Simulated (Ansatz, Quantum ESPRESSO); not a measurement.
This is a calculation of MgS (Niningerite) for Quantum ESPRESSO 7.5 (ASE script). 

File run.py:

```python
import numpy as np
from ase.calculators.espresso import Espresso, EspressoProfile
from ase.io import read

atoms = read('MgS.xyz')

input_data = {
    'control': {'calculation': 'scf', 'prefix': 'pwscf', 'outdir': './tmp', 'tprnfor': True, 'tstress': True, 'disk_io': 'low'},
    'system': {'ecutwfc': 45.0, 'ecutrho': 360.0, 'nbnd': 14, 'occupations': 'smearing', 'smearing': 'fd', 'degauss': 0.00367493},
    'electrons': {'conv_thr': 4e-10, 'electron_maxstep': 120, 'mixing_beta': 0.5},
}
pseudopotentials = {'S': 's_pbesol_v1.4.uspp.F.UPF', 'Mg': 'mg_pbesol_v1.4.uspp.F.UPF'}
profile = EspressoProfile(command='mpirun -n 2 pw.x -nk 2', pseudo_dir='pseudo')
dft = Espresso(profile=profile, input_data=input_data, pseudopotentials=pseudopotentials, kpts=(9, 9, 9), koffset=(0, 0, 0))
atoms.calc = dft

from ase.optimize import BFGS
from ase.filters import FrechetCellFilter
done = BFGS(FrechetCellFilter(atoms), trajectory='opt.traj').run(fmax=0.02, steps=30)
print('converged', done)
print('cell (A)', np.round(atoms.cell.cellpar(), 5))
print(f'energy {atoms.get_potential_energy():.8f} eV')
print('forces (eV/A)')
print(np.round(atoms.get_forces(), 6))
print('stress (eV/A^3, Voigt)')
print(np.round(atoms.get_stress(), 8))
print(f'Fermi level {dft.get_fermi_level():.4f} eV')
```

Contents of MgS.xyz:

```xyz
2
Lattice="0.0000000000 2.6016500000 2.6016500000 2.6016500000 0.0000000000 2.6016500000 2.6016500000 2.6016500000 0.0000000000" Properties=species:S:1:pos:R:3 pbc="T T T"
S      2.6016500000      2.6016500000      2.6016500000
Mg     0.0000000000      0.0000000000      0.0000000000
```

Potentials or basis: GBRV 1.5 PBEsol.

Launch:

```sh
$ OMP_NUM_THREADS=1 python run.py
```

Question: What does the same run look like in Ansatz 0.2.0? Potentials or basis there: Ansatz PAW, cutoff 420 eV.

Answer: As run (cutoffs and basis follow the program's own potentials, and thresholds, step limits or extra output files can differ):

File input.yaml:

```yaml
crystal:
  lattice:
    - [0.0, 2.60165, 2.60165]
    - [2.60165, 0.0, 2.60165]
    - [2.60165, 2.60165, 0.0]
  atoms:
    - { symbol: S, position: [0.5, 0.5, 0.5] }
    - { symbol: Mg, position: [0.0, 0.0, 0.0] }
hamiltonian:
  xc: pbesol
  pseudopotentials: { kind: paw }
kpoints:
  mp_grid: { grid: [9, 9, 9] }
scf:
  occupations: { method: fermi_dirac, width: 0.05 }
output:
  forces: true
  stress: true
  eigenvalues: true
relax:
  f_tol: 0.01
  max_steps: 40
  cell: { stress_tol: 0.05 }
```

Potentials or basis: Ansatz PAW.

Command:

```bash
$ ansatz run input.yaml --threads 2 --pin off --max-ram 5632MiB --backend cpu --events-out ev --progress --plain --runs-dir out
```

Both were run:

|  | Quantum ESPRESSO | Ansatz |
| --- | --- | --- |
| Relaxed volume | 17.36 Å³/atom | 17.39 Å³/atom |
| Relaxed cell | a = 3.662 Å, b = 3.662 Å, c = 3.662 Å, α = 60.00°, β = 60.00°, γ = 60.00° | a = 3.664 Å, b = 3.664 Å, c = 3.664 Å, α = 60.00°, β = 60.00°, γ = 60.00° |
| Space group after relaxing | Fm-3m (No. 225) | Fm-3m (No. 225) |
| Pressure after relaxing | 0.0 GPa | 0.0 GPa |

Ansatz's pressure holds a Pulay term of +0.01 GPa for its cutoff of 420 eV, which the other run lacks.

Ansatz's potentials were made for PBE.

Where Ansatz's input types no cutoff or centring, it takes its own default and a Γ-centred mesh.

Pressure is positive in compression.
